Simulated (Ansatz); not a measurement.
The system is InAs.

```xyz
2
Lattice="0.0000 3.0180 3.0180 3.0180 0.0000 3.0180 3.0180 3.0180 0.0000" Properties=species:S:1:pos:R:3 pbc="T T T"
In    0.0000    0.0000    0.0000
As    4.5270    4.5270    4.5270
```

Base run:

* Program: Ansatz 0.2.0
* Functional: LDA
* Potentials or basis: all-electron LAPW, scalar-relativistic
* Cutoff: 283 eV
* Density cutoff: 1133 eV
* Basis error allowed: 0.001 eV/atom
* k mesh: 8 × 8 × 8
* Occupations: fermi-dirac, width 0.05 eV
* Spin: no spin polarisation

Its results: pressure -0.3 GPa.

Task: The run is repeated on the same cell with these changes: functional from LDA to revPBE. What comes out?

Result: Pressure 5.6 GPa.

revPBE binds less tightly than LDA, so the same cell stands under more pressure.

Not every run made on this cell is shown here.
